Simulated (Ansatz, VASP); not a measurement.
Two plane-wave programs on BiTe

INCAR

```
SYSTEM = BiTe
  ALGO = Normal
  EDIFF = 1E-6
  ENCUT = 520
  GGA = PE
  ISIF = 2
  ISMEAR = -1
  LASPH = .TRUE.
  LCHARG = .TRUE.
  LELF = .TRUE.
  LREAL = .FALSE.
  LVHAR = .TRUE.
  LWAVE = .FALSE.
  NBANDS = 18
  NELM = 80
  PREC = Accurate
  SIGMA = 0.1
```

Contents of KPOINTS:

```
k-points
0
G
  9 9 9
  0 0 0
```

The input POSCAR:

```
BiTe
1.0
    0.0000000000      3.2350000000      3.0732500000
    3.2350000000      0.0000000000      3.0732500000
    3.2350000000      3.2350000000      0.0000000000
Bi Te
1 1
Direct
    0.0000000000      0.0000000000      0.0000000000
    0.5000000000      0.5000000000      0.5000000000
```

Input for Ansatz:

```yaml
crystal:
  lattice:
    - [0.0, 3.235, 3.07325]
    - [3.235, 0.0, 3.07325]
    - [3.235, 3.235, 0.0]
  atoms:
    - { symbol: Bi, position: [0.0, 0.0, 0.0] }
    - { symbol: Te, position: [0.5, 0.5, 0.5] }
basis:
  ecutwfc: 520.0
kpoints:
  mp_grid:
    grid: [9, 9, 9]
hamiltonian:
  xc: pbe
scf:
  occupations:
    method: fermi_dirac
    width: 0.1
output:
  stress: true
```

Alike in both runs: task single point; functional PBE; k mesh 9 × 9 × 9; occupations fermi-dirac, width 0.1 eV; no spin polarisation.

```csv
,VASP,Ansatz
version,VASP 6.6.1,Ansatz 0.2.0
potentials or method,"VASP PAW PBE potentials, release 64 (Bi_d, Te)","plane waves, PAW"
plane-wave cutoff (eV),520,520
valence electrons in the cell,21,31
```

Ansatz gave:

```
pressure (GPa)                                  : 4.0
largest component of the traceless stress (GPa) : 3.67
```

Q: Which values does VASP return?

A: Pressure (GPa): 3.9; largest component of the traceless stress (GPa): 3.67.

The functional is the same, so the differences come from potentials, cutoffs and numerics. The two sets of potentials don't hold the same shells in valence.
